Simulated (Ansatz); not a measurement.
# InAs: the cost of one run

Computed with Ansatz 0.2.0 (DFT PBE, scalar-relativistic, plane waves, PAW, unless a step's input says otherwise).

The COD entry's cell or inner coordinates are ideal or old and differ from later refinements, so a difference from it is no clean test against experiment.

1 further run of the same task is left out (set aside as unsound or not needed).

### 1 The system as given

The structure is cubic, space group F-43m (No. 216). Conventional cell: a = 6.186 Å, b = 6.186 Å, c = 6.186 Å, α = 90.00°, β = 90.00°, γ = 90.00°. Around In (site symmetry -43m) lie 4 As at 2.68 Å. As (site symmetry -43m) is surrounded by 4 In at 2.68 Å.

Coordinates:

```cif
data_structure
_symmetry_space_group_name_H-M 'P 1'
_symmetry_Int_Tables_number 1
_cell_length_a 4.3744
_cell_length_b 4.3744
_cell_length_c 4.3744
_cell_angle_alpha 60.000
_cell_angle_beta 60.000
_cell_angle_gamma 60.000
_cell_volume 59.19
loop_
_atom_site_label
_atom_site_type_symbol
_atom_site_fract_x
_atom_site_fract_y
_atom_site_fract_z
_atom_site_occupancy
In1 In 0.00000 0.00000 0.00000 1
As1 As 0.25000 0.25000 0.25000 1
```

It is the result of an earlier relaxation at this level (volume 29.59 Å³/atom; gap on the mesh: none (metal)).

### 2 The bulk in the plane's own cell

The same crystal, re-cut so that c stands normal to the (110) plane; its mesh matches that of the cells to come, so errors of the mesh cancel.

Contents of input.yaml:

```yaml
crystal:
  lattice:
    - [4.3743937299, 0.0, 0.0]
    - [0.0, 6.18632694, 0.0]
    - [0.0, 0.0, 4.3743937299]
  atoms:
    - { symbol: In, position: [0.0, 0.0, 0.0] }
    - { symbol: As, position: [0.0, 0.75, 0.5] }
    - { symbol: In, position: [0.5, 0.5, 0.5] }
    - { symbol: As, position: [0.5, 0.25, 0.0] }
basis:
  ecutwfc: 420
kpoints:
  mp_grid: { grid: [8, 6, 8] }
hamiltonian:
  xc: pbe
scf:
  occupations: { method: gaussian, width: 0.1 }
output:
  forces: true
  stress: true
  eigenvalues: true
```

On the command line:

```bash
ansatz run input.yaml --threads 2 --pin off --max-ram 5120MiB --backend cpu --events-out ev --progress --plain --runs-dir out
```

Q: Estimate wall time and peak memory on 2 threads of Intel Xeon 6975P-C (Granite Rapids), shared host.

About 5.3 s, with a peak of 0.52 GiB.
